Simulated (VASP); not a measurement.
**InP in VASP 6.6.1, single-point calculation**

INCAR

```
LASPH = .TRUE.
ISIF = 2
NBANDS = 16
LREAL = .FALSE.
PREC = Accurate
ENCUT = 800
IBRION = -1
NSW = 0
LWAVE = .FALSE.
EDIFF = 1E-7
ALGO = Normal
SIGMA = 0.01
GGA = AM
NELM = 120
ISMEAR = 0
LCHARG = .FALSE.
```

KPOINTS

```
KPOINTS created by Atomic Simulation Environment
0
Monkhorst-Pack
8 8 8
0 0 0
```

POSCAR

```
In P
 1.0000000000000000
     0.0000000000000000    2.8947118821000002    2.8947118821000002
     2.8947118821000002    0.0000000000000000    2.8947118821000002
     2.8947118821000002    2.8947118821000002    0.0000000000000000
 In  P
   1   1
Cartesian
  0.0000000000000000  0.0000000000000000  0.0000000000000000
  1.4473559410500001  1.4473559410500001  1.4473559410500001
```

The recommended PBE PAW datasets give the neutral cell 18 valence electrons.

Command

```
mpirun -np 1 vasp_std
```

Question: How does this run end, and what does it give?

Answer: It converged. Results: gap between bands v and c on the k mesh 1.40 eV; least direct gap on the k mesh 1.40 eV; pressure 3.7 GPa. Band v is the last that the valence electrons fill when counted band by band, and c is the next.

OSZICAR

```
N       E                     dE             d eps       ncg     rms          rms(c)
DAV:   1     0.133159848749E+03    0.13316E+03   -0.10798E+04  1928   0.173E+03
DAV:   2     0.527829143489E+00   -0.13263E+03   -0.12632E+03  2112   0.376E+02
DAV:   3    -0.877749301678E+01   -0.93053E+01   -0.92426E+01  2480   0.868E+01
DAV:   4    -0.903134782247E+01   -0.25385E+00   -0.25372E+00  2448   0.147E+01
DAV:   5    -0.904396679643E+01   -0.12619E-01   -0.12619E-01  2944   0.298E+00    0.591E+00
DAV:   6    -0.867199416404E+01    0.37197E+00   -0.56071E-01  3064   0.135E+01    0.348E+00
DAV:   7    -0.863677359410E+01    0.35221E-01   -0.15848E-01  2784   0.361E+00    0.117E+00
DAV:   8    -0.863661390050E+01    0.15969E-03   -0.17513E-02  2368   0.154E+00    0.392E-01
DAV:   9    -0.863739682045E+01   -0.78292E-03   -0.15557E-03  2384   0.366E-01    0.176E-01
DAV:  10    -0.863763246150E+01   -0.23564E-03   -0.31608E-04  2568   0.235E-01    0.103E-01
DAV:  11    -0.863773870949E+01   -0.10625E-03   -0.22849E-04  2280   0.138E-01    0.503E-02
DAV:  12    -0.863773670883E+01    0.20007E-05   -0.10158E-05  2192   0.228E-02    0.127E-02
DAV:  13    -0.863773754681E+01   -0.83799E-06   -0.26063E-06  2416   0.810E-03    0.736E-03
DAV:  14    -0.863773775288E+01   -0.20607E-06   -0.37497E-07  2512   0.584E-03    0.121E-03
DAV:  15    -0.863773778803E+01   -0.35151E-07   -0.38950E-08  1912   0.156E-03
   1 F= -.86377378E+01 E0= -.86377378E+01  d E =-.467420E-12
```

The shifted mesh misses Γ, so a band edge there is missed.

For comparison, a separate r²SCAN run of the intended cell, on usual settings and not on those above, gives a gap of 1.38 eV on its mesh and a pressure of 4.6 GPa.
